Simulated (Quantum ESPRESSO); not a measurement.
BaH2, 6 atoms in the cell. Symmetry: P6_3/mmc, No. 194, hexagonal system. Conventional cell: a = 4.462 Å, b = 4.462 Å, c = 6.055 Å, α = 90.00°, β = 90.00°, γ = 120.00°. Ba (site symmetry -6m2) has 3 H at 2.58 Å as nearest neighbours. Around H (site symmetry -3m) lie 6 Ba at 2.99 Å and 8 H at 2.99 to 3.03 Å. H (site symmetry -6m2) has 3 Ba at 2.58 Å as nearest neighbours. The cell comes from a database or a generator and needn't be the stable form of this composition.

```yaml
Program: Quantum ESPRESSO 7.5
Task: dielectric tensor
Functional: LDA
Potentials_or_basis: GBRV 1.5 LDA
Cutoff: 612 eV
Density_cutoff: 4898 eV
k_mesh: 4 × 4 × 4
Occupations: fermi-dirac, width 0.05 eV
Spin: no spin polarisation
Form_of_the_LDA_correlation: PZ81
Mixing_beta: 0.5
Most_SCF_iterations: 120
SCF_threshold: 1.2e-09 Ry
```

Potentials or basis: GBRV 1.5 LDA.

Run with:

```sh
$ OMP_NUM_THREADS=1 pw.x -in pw.in > pw.out
$ OMP_NUM_THREADS=1 pw.x -in scf2.in > scf2.out
$ OMP_NUM_THREADS=1 ph.x -in ph.in > ph.out
```

Hardware: 1 thread of Arm Neoverse V1, with other jobs on the host.

Question: Estimate the wall time of this run.

Answer: Run time: 3.6 min on 1 thread of Arm Neoverse V1 (shared host), peak memory 0.56 GiB. Counts: scf iterations 11, k pools 1, bands 19, k points 12, g dense 81261.
